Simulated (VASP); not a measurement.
Computed with LDA (Ceperley-Alder, Perdew-Zunger), VASP's LDA PAW potentials (set 64) (plane waves; VASP).

VASP input:

**POSCAR**
```
AlSb
1
    0.0000000000     3.0700000000     3.0700000000
    3.0700000000     0.0000000000     3.0700000000
    3.0700000000     3.0700000000     0.0000000000
Al Sb
1 1
Direct
  0.0000000000   0.0000000000   0.0000000000
  0.2500000000   0.2500000000   0.2500000000
```

### KPOINTS
```
Automatic mesh
0
Gamma
7 7 7
0 0 0
```

**INCAR**
```
! general
SYSTEM =AlSb
PREC   =Accurate
ENCUT  =520   ! plane-wave cut-off (eV)
LREAL  =F
LASPH  =T

! electronic loop
EDIFF  =1E-6
NELM   =100   ! most electronic steps
ALGO   =Normal
LMAXMIX=4   ! l cut-off of mixed one-centre charges

! smearing
ISMEAR =0   ! Gaussian
SIGMA  =0.05

! ions
IBRION =2   ! conjugate gradients
NSW    =60   ! most ionic steps
ISIF   =3
EDIFFG =-0.01   ! ionic stop

! output
LWAVE  =F
LCHARG =F
```

POTCAR, in this order: Al Sb (LDA.64 set). Program: vasp_std.

What VASP printed:

**OUTCAR**
```
 ion  position               nearest neighbor table
   1  0.000  0.000  0.000-   2 2.66   2 2.66   2 2.66   2 2.66
   2  0.250  0.250  0.250-   1 2.66   1 2.66   1 2.66   1 2.66
  LATTYP: Found a face centered cubic cell.
 ALAT       =     6.1400000000
 Subroutine PRICEL returns:
 Original cell was already a primitive cell.
 Subroutine GETGRP returns: Found 24 space group operations
The static configuration has the point symmetry T_d .
The dynamic configuration has the point symmetry T_d .
 Subroutine INISYM returns: Found 24 space group operations
 Subroutine IBZKPT returns following result:
 Found     20 irreducible k-points:

 Following reciprocal coordinates:
            Coordinates               Weight
  0.000000  0.000000  0.000000      1.000000
  0.142857  0.000000  0.000000      8.000000
  0.285714  0.000000  0.000000      8.000000
  0.428571  0.000000  0.000000      8.000000
  0.142857  0.142857  0.000000      6.000000
  0.285714  0.142857  0.000000     24.000000
  0.428571  0.142857  0.000000     24.000000
 -0.428571  0.142857  0.000000     24.000000
 -0.285714  0.142857  0.000000     24.000000
...
```

### OSZICAR
```
       N       E                     dE             d eps       ncg     rms          rms(c)
DAV:   1     0.162360208524E+02    0.16236E+02   -0.27144E+03   320   0.723E+02
DAV:   2    -0.870246721954E+01   -0.24938E+02   -0.24693E+02   392   0.895E+01
DAV:   3    -0.942938585727E+01   -0.72692E+00   -0.72692E+00   408   0.187E+01
DAV:   4    -0.943422627532E+01   -0.48404E-02   -0.48404E-02   472   0.193E+00
DAV:   5    -0.943425628472E+01   -0.30009E-04   -0.30009E-04   424   0.119E-01    0.356E+00
DAV:   6    -0.932027051736E+01    0.11399E+00   -0.12985E-01   376   0.166E+00    0.214E+00
DAV:   7    -0.927707640862E+01    0.43194E-01   -0.11967E-01   360   0.170E+00    0.429E-01
DAV:   8    -0.927623966272E+01    0.83675E-03   -0.72444E-03   328   0.509E-01    0.111E-01
DAV:   9    -0.927627835362E+01   -0.38691E-04   -0.35898E-04   408   0.137E-01    0.322E-02
DAV:  10    -0.927627886554E+01   -0.51192E-06   -0.51144E-06   456   0.169E-02
   1 F= -.92762789E+01 E0= -.92762789E+01  d E =-.927628E+01
       N       E                     dE             d eps       ncg     rms          rms(c)
DAV:   1    -0.927905957373E+01   -0.27812E-02   -0.53616E-02   368   0.122E+00    0.189E-01
DAV:   2    -0.927757507786E+01    0.14845E-02   -0.26953E-03   336   0.305E-01    0.116E-01
DAV:   3    -0.927704276637E+01    0.53231E-03   -0.16351E-03   344   0.189E-01    0.303E-02
DAV:   4    -0.927701983545E+01    0.22931E-04   -0.50904E-05   352   0.497E-02    0.306E-02
DAV:   5    -0.927701199278E+01    0.78427E-05   -0.10342E-05   408   0.174E-02    0.945E-03
DAV:   6    -0.927701188444E+01    0.10833E-06   -0.28358E-07   168   0.431E-03
   2 F= -.92770119E+01 E0= -.92770119E+01  d E =-.733019E-03
       N       E                     dE             d eps       ncg     rms          rms(c)
DAV:   1    -0.927735605136E+01   -0.34406E-03   -0.46087E-03   376   0.356E-01    0.551E-02
DAV:   2    -0.927722673197E+01    0.12932E-03   -0.23695E-04   336   0.905E-02    0.336E-02
DAV:   3    -0.927718047628E+01    0.46256E-04   -0.14181E-04   352   0.556E-02    0.894E-03
DAV:   4    -0.927717844125E+01    0.20350E-05   -0.44114E-06   328   0.146E-02    0.899E-03
DAV:   5    -0.927717774949E+01    0.69175E-06   -0.88797E-07   168   0.526E-03
   3 F= -.92771777E+01 E0= -.92771777E+01  d E =-.898884E-03
```

**OUTCAR**
```
------------------------ aborting loop because EDIFF is reached ----------------------------------------
  FORCE on cell =-STRESS in cart. coord.  units (eV):
  Direction    XX          YY          ZZ          XY          YZ          ZX
  --------------------------------------------------------------------------------------
  Total        0.0010793      0.0010793      0.0010793      0.0000000      0.0000000     -0.0000000
  in kB        0.0301684      0.0301684      0.0301684      0.0000000      0.0000000     -0.0000000
  external PRESSURE =       0.0301684 kB  Pullay stress =       0.0000000 kB
  volume of cell :       57.32
      direct lattice vectors                 reciprocal lattice vectors
    -0.000000000  3.060286894  3.060286894    -0.163383375  0.163383375  0.163383375
     3.060286894  0.000000000  3.060286894     0.163383375 -0.163383375  0.163383375
     3.060286894  3.060286894  0.000000000     0.163383375  0.163383375 -0.163383375
 POSITION                                       TOTAL-FORCE (eV/Angst)
 -----------------------------------------------------------------------------------
      0.00000      0.00000      0.00000         0.000000      0.000000      0.000000
      1.53014      1.53014      1.53014        -0.000000     -0.000000     -0.000000
 -----------------------------------------------------------------------------------
    total drift:                                0.000000      0.000000      0.000000
  FREE ENERGIE OF THE ION-ELECTRON SYSTEM (eV)
  ---------------------------------------------------
  free  energy   TOTEN  =        -9.2771777495 eV

  energy  without entropy=       -9.2771777495  energy(sigma->0) =       -9.27717775

 reached required accuracy - stopping structural energy minimisation
```
(Selected blocks of OUTCAR.)

File CONTCAR:
```
AlSb
   1.00000000000000
    -0.0000000000000000    3.0602868937550536    3.0602868937550536
     3.0602868937550536    0.0000000000000000    3.0602868937550536
     3.0602868937550536    3.0602868937550536    0.0000000000000000
  Al              Sb
     1     1
Direct
     0.0000000000000000    0.0000000000000000    0.0000000000000000
     0.2500000000000000    0.2500000000000000    0.2500000000000000
```

File OUTCAR:
```
 val. band max:        4.7232054974   @ k =   0.0000   0.0000   0.0000

 cond. band min:       5.8394697315   @ k =   0.4286   0.4286   0.0000


 Fermi energy:         4.9771923694

 k-point     1 :       0.0000    0.0000    0.0000
  band No.  band energies     occupation
      1      -6.0855      2.00000
      2       4.7232      2.00000
      3       4.7232      2.00000
      4       4.7232      2.00000
      5       6.2532      0.00000
      6       7.8255      0.00000
      7       7.8255      0.00000
      8       7.8255      0.00000

 k-point     2 :       0.1429    0.0000    0.0000
  band No.  band energies     occupation
      1      -5.8974      2.00000
      2       2.9798      2.00000
      3       4.4849      2.00000
      4       4.4849      2.00000
      5       6.7517      0.00000
      6       8.1812      0.00000
      7       8.1812      0.00000
      8       8.6989      0.00000

 k-point     3 :       0.2857    0.0000    0.0000
  band No.  band energies     occupation
      1      -5.3825      2.00000
      2       0.8823      2.00000
      3       4.0857      2.00000
      4       4.0857      2.00000
      5       6.3313      0.00000
      6       8.5388      0.00000
      7       8.5388      0.00000
      8      10.7887      0.00000

 k-point     4 :       0.4286    0.0000    0.0000
  band No.  band energies     occupation
      1      -4.7958      2.00000
      2      -0.5428      2.00000
      3       3.8397      2.00000
      4       3.8397      2.00000
      5       6.0418      0.00000
      6       8.4571      0.00000
      7       8.4571      0.00000
      8      11.1873      0.00000

 k-point     5 :       0.1429    0.1429    0.0000
  band No.  band energies     occupation
      1      -5.8337      2.00000
      2       3.0398      2.00000
      3       4.0437      2.00000
      4       4.0437      2.00000
      5       7.0503      0.00000
      6       7.8729      0.00000
      7       8.8516      0.00000
...
```

Unless said otherwise, spin-orbit coupling is left out, though it shifts the bands of the heavy elements here.

The compound is AlSb in the zinc blende structure. This run relaxes it. Symmetry was kept, so distortions that lower it aren't found.
